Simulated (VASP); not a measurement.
# ZnSe in VASP: one cell, several levels of theory, part 2 of 2

VASP 6.6.1, plane waves, PAW. Earlier steps stand in the parts before.

### 3 r2SCAN at this geometry

INCAR reads:

```
ENCUT = 520.000000
SIGMA = 0.010000
EDIFF = 1.00e-07
ALGO = Normal
METAGGA = R2SCAN
PREC = Accurate
IBRION = -1
ISIF = 2
ISMEAR = 0
NBANDS = 16
NELM = 120
NSW = 0
LASPH = .TRUE.
LCHARG = .FALSE.
LWAVE = .FALSE.
LREAL = .FALSE.
```

KPOINTS reads:

```
KPOINTS created by Atomic Simulation Environment
0
Gamma
8 8 8
0 0 0
```

KPOINTS_OPT reads:

```
special points
6
Reciprocal
0.0000000000 0.0000000000 0.0000000000 1
-0.5000000000 -0.5000000000 0.0000000000 1
-0.3750000000 -0.3750000000 0.2500000000 1
-0.3750000000 0.0000000000 0.3750000000 1
0.0000000000 0.0000000000 0.5000000000 1
-0.5000000000 -0.2500000000 0.2500000000 1
```

POSCAR reads:

```
Zn Se
 1.0000000000000000
     0.0000000000000000    2.7474480638999998    2.9296683481999999
     2.7474480638999998    0.0000000000000000    2.9296683481999999
     2.7474480638999998    2.7474480638999998    0.0000000000000000
 Zn  Se
   1   1
Cartesian
  0.0000000000000000  0.0000000000000000  0.0000000000000000
  1.3737240319499997  1.3737240319499997  1.4648341740999997
```

The run is started by

```console
$ mpirun -np 1 vasp_std
```

Standard output, without the iteration lines:

```text
POSCAR found type information on POSCAR ZnSe
 POSCAR found :  2 types and       2 ions
 -----------------------------------------------------------------------------
|                                                                             |
|                                                                             |
|     You enforced a specific xc type in the INCAR file but a different       |
|     I HOPE YOU KNOW WHAT YOU ARE DOING!                                     |
|                                                                             |
 -----------------------------------------------------------------------------

 LDA part: xc-table for (None), standard interpolation
 POSCAR, INCAR and KPOINTS ok, starting setup
 FFT: planning ... GRIDC
 FFT: planning ... GRID_SOFT
 FFT: planning ... GRID
 WAVECAR not read
 entering main loop
 Start KPOINTS_OPT (optional k-point list driver)
k-point batch [1-6\6]
```

OSZICAR:

```text
N       E                     dE             d eps       ncg     rms          rms(c)
DAV:   1     0.675211420444E+02    0.67521E+02   -0.89945E+03  1896   0.132E+03
DAV:   2    -0.221047512990E+02   -0.89626E+02   -0.83860E+02  2160   0.260E+02
DAV:   3    -0.276124894924E+02   -0.55077E+01   -0.54895E+01  2272   0.631E+01
DAV:   4    -0.276533571237E+02   -0.40868E-01   -0.40865E-01  2360   0.592E+00
DAV:   5    -0.276535211025E+02   -0.16398E-03   -0.16398E-03  2320   0.332E-01    0.529E+00
DAV:   6    -0.249015540016E+02    0.27520E+01   -0.13222E+00  1984   0.326E+01    0.486E+00
DAV:   7    -0.248713258149E+02    0.30228E-01   -0.30902E-01  2416   0.887E+00    0.230E+00
DAV:   8    -0.248845133027E+02   -0.13187E-01   -0.34726E-02  2312   0.172E+00    0.547E-01
DAV:   9    -0.248861595405E+02   -0.16462E-02   -0.42732E-03  2456   0.151E+00    0.901E-02
DAV:  10    -0.248862789778E+02   -0.11944E-03   -0.96287E-04  2280   0.401E-01    0.558E-02
DAV:  11    -0.248862588749E+02    0.20103E-04   -0.40786E-04  2560   0.473E-01    0.462E-02
DAV:  12    -0.248862437527E+02    0.15122E-04   -0.13342E-04  2312   0.289E-01    0.760E-03
DAV:  13    -0.248862502861E+02   -0.65333E-05   -0.12358E-05  2520   0.651E-02    0.512E-03
DAV:  14    -0.248862489699E+02    0.13162E-05   -0.31048E-06  2312   0.331E-02    0.104E-03
DAV:  15    -0.248862498756E+02   -0.90568E-06   -0.12653E-07  1520   0.708E-03    0.213E-04
DAV:  16    -0.248862497416E+02    0.13400E-06   -0.39859E-08  1016   0.235E-03    0.417E-04
DAV:  17    -0.248862498308E+02   -0.89199E-07   -0.63935E-09  1008   0.118E-03
   1 F= -.24886250E+02 E0= -.24886250E+02  d E =-.163011E-52
       N       E                     dE             ncg
DAV:   1     0.173081860418E+04   -0.31120E+04      200
DAV:   2     0.123140074309E+04   -0.49942E+03      208
DAV:   3     0.119999278775E+04   -0.31408E+02      224
DAV:   4     0.119976415645E+04   -0.22863E+00      240
DAV:   5     0.119976320961E+04   -0.94684E-03      240
DAV:   6     0.119976320245E+04   -0.71665E-05      248
DAV:   7     0.119976320237E+04   -0.70777E-07      256
```

OUTCAR, selected sections:

```text
k-points           NKPTS =     59   k-points in BZ     NKDIM =     59   number of bands    NBANDS=     16

   NELECT =      18.0000    total number of electrons

   dimension x,y,z NGX =    30 NGY =   30 NGZ =   30
   dimension x,y,z NGXF=    60 NGYF=   60 NGZF=   60

  energy-cutoff  :      520.00
  volume of cell :       44.23
      direct lattice vectors                 reciprocal lattice vectors
     0.000000000  2.747448064  2.929668348    -0.181987062  0.181987062  0.170667782
     2.747448064  0.000000000  2.929668348     0.181987062 -0.181987062  0.170667782
     2.747448064  2.747448064  0.000000000     0.181987062  0.181987062 -0.170667782

 k-points in reciprocal lattice and weights: KPOINTS created by Atomic Simulation Env
   0.00000000  0.00000000  0.00000000       0.002
   0.12500000 -0.00000000  0.00000000       0.016
   0.25000000 -0.00000000  0.00000000       0.016
   0.37500000 -0.00000000  0.00000000       0.016
   0.50000000 -0.00000000  0.00000000       0.008
   0.12500000  0.12500000  0.00000000       0.004
   0.25000000  0.12500000  0.00000000       0.016
   0.37500000  0.12500000  0.00000000       0.016
[... 51 more k-points ...]

 E-fermi :   1.7435

 k-point     1 :       0.0000    0.0000    0.0000
  band No.  band energies     occupation
      1     -12.3510      2.00000
      2      -5.2701      2.00000
      3      -5.2377      2.00000
      4      -5.2377      2.00000
      5      -4.8229      2.00000
      6      -4.8121      2.00000
      7       1.3558      2.00000
      8       1.6382      2.00000
      9       1.6382      2.00000
     10       3.5212      0.00000
     11       7.8695      0.00000
     12       7.8696      0.00000
     13       7.9023      0.00000
     14      12.2332      0.00000
     15      12.9645      0.00000
     16      14.2542      0.00000

 k-point     2 :       0.1250   -0.0000    0.0000
  band No.  band energies     occupation
      1     -12.2408      2.00000
      2      -5.2577      2.00000
      3      -5.2267      2.00000
      4      -5.2190      2.00000
      5      -4.8225      2.00000
      6      -4.8152      2.00000
      7       0.2603      2.00000
      8       1.2793      2.00000
      9       1.4982      2.00000
     10       4.4429      0.00000
     11       7.7444      0.00000
     12       8.1566      0.00000
     13       8.2090      0.00000
     14      12.2480      0.00000
     15      13.2250      0.00000
     16      13.2739      0.00000

 k-point     3 :       0.2500   -0.0000    0.0000
  band No.  band energies     occupation
      1     -11.9537      2.00000
      2      -5.2169      2.00000
      3      -5.1766      2.00000
      4      -5.1745      2.00000
      5      -4.8185      2.00000
      6      -4.8152      2.00000
      7      -1.5631      2.00000
      8       0.8862      2.00000
      9       1.1974      2.00000
     10       4.8797      0.00000
     11       8.2420      0.00000
     12       8.6490      0.00000
     13       8.8936      0.00000
     14      12.2776      0.00000
     15      12.7698      0.00000
     16      13.1995      0.00000

 k-point     4 :       0.3750   -0.0000    0.0000
  band No.  band energies     occupation
      1     -11.6296      2.00000
      2      -5.1809      2.00000
      3      -5.1403      2.00000
      4      -4.9759      2.00000
      5      -4.8137      2.00000
      6      -4.7950      2.00000
      7      -3.1119      2.00000
      8       0.5479      2.00000
      9       0.9345      2.00000
     10       4.6983      0.00000
     11       8.2986      0.00000
     12       8.7482      0.00000
     13      10.2619      0.00000
     14      12.6480      0.00000
     15      13.7202      0.00000
     16      14.0847      0.00000

 k-point     5 :       0.5000   -0.0000    0.0000
  band No.  band energies     occupation
      1     -11.4816      2.00000
      2      -5.1708      2.00000
      3      -5.1277      2.00000
      4      -4.8087      2.00000
      5      -4.7949      2.00000
      6      -4.6537      2.00000
      7      -3.9292      2.00000
      8       0.4182      2.00000
      9       0.8338      2.00000
     10       4.5926      0.00000
     11       8.2272      0.00000
     12       8.6902      0.00000
     13      10.7373      0.00000
     14      13.3515      0.00000
     15      15.2193      0.00000
     16      15.6305      0.00000

 k-point     6 :       0.1250    0.1250    0.0000
  band No.  band energies     occupation
      1     -12.2154      2.00000
      2      -5.2762      2.00000
      3      -5.2035      2.00000
      4      -5.2034      2.00000
      5      -4.8364      2.00000
      6      -4.8060      2.00000
      7       0.1342      2.00000
      8       1.2190      2.00000
      9       1.2190      2.00000
     10       4.8252      0.00000
     11       7.2128      0.00000
     12       8.5848      0.00000
     13       8.5849      0.00000
     14      10.9596      0.00000
     15      13.4617      0.00000
     16      14.4618      0.00000

 k-point     7 :       0.2500    0.1250    0.0000
  band No.  band energies     occupation
      1     -11.9952      2.00000
      2      -5.2545      2.00000
      3      -5.1608      2.00000
      4      -5.1603      2.00000
      5      -4.8422      2.00000
      6      -4.8025      2.00000
      7      -1.1424      2.00000
      8       0.7347      2.00000
      9       0.8491      2.00000
     10       5.6004      0.00000
     11       7.2054      0.00000
     12       8.8372      0.00000
     13       9.2673      0.00000
     14      10.9728      0.00000
     15      14.0539      0.00000
     16      14.5133      0.00000

 k-point     8 :       0.3750    0.1250    0.0000
  band No.  band energies     occupation
      1     -11.6799      2.00000
      2      -5.1922      2.00000
      3      -5.1193      2.00000
      4      -5.0461      2.00000
      5      -4.8242      2.00000
      6      -4.8009      2.00000
      7      -2.6066      2.00000
      8       0.1500      2.00000
      9       0.6054      2.00000
     10       5.6331      0.00000
     11       7.6839      0.00000
     12       9.4304      0.00000
     13       9.4896      0.00000
     14      12.4968      0.00000
     15      14.0237      0.00000
     16      14.5128      0.00000

[... the tables of k-points 9 to 59 left out ...]

  Total        0.7819618      0.7819618      0.0469407      0.0000000      0.0000000      0.0000000
  in kB       28.3262243     28.3262243      1.7004081      0.0000000      0.0000000      0.0000000
  external PRESSURE =      19.4509522 kB  Pullay stress =       0.0000000 kB

 POSITION                                       TOTAL-FORCE (eV/Angst)
 -----------------------------------------------------------------------------------
      0.00000      0.00000      0.00000        -0.000000     -0.000000      0.000000
      1.37372      1.37372      1.46483         0.000000      0.000000      0.000000
 -----------------------------------------------------------------------------------
    total drift:                                0.000029      0.000029      0.000006

  FREE ENERGIE OF THE ION-ELECTRON SYSTEM (eV)
  ---------------------------------------------------
  free  energy   TOTEN  =       -24.8862498308 eV

  energy  without entropy=      -24.8862498308  energy(sigma->0) =      -24.88624983
```

Wall time 2.7 min (1 MPI rank of Intel Xeon Platinum 8488C, shared host); peak memory 0.21 GiB.

The levels at the points of KPOINTS_OPT are read from vasprun.xml.

Band energies at the special points (eV, zero at the top of v, the last band that the electrons fill by count):

```csv
point,v−1,v,c,c+1
Γ,0.00,0.00,1.88,6.23
X,-2.17,-2.17,3.42,4.21
U,-3.37,-1.75,4.22,6.41
K,-3.36,-2.11,3.72,5.84
L,-1.22,-0.80,2.95,6.59
W,-2.98,-2.93,5.89,6.25
```

Gap with r2SCAN: 1.88 eV, direct (Γ). Pressure: 1.95 GPa; the forces vanish within 0.01 eV/Å.

### 4 Summary

The summary covers parts 1 to 2.

| level | gap (eV) | pressure (GPa) |
| --- | --- | --- |
| PBE | 1.30 | 4.29 |
| r2SCAN | 1.88 | 1.95 |

In words: The gap spans 1.30 eV (PBE) to 1.88 eV (r2SCAN). The pressure is highest with PBE (4.3 GPa) and lowest with r2SCAN (1.9 GPa), which orders the cells that they would relax to.
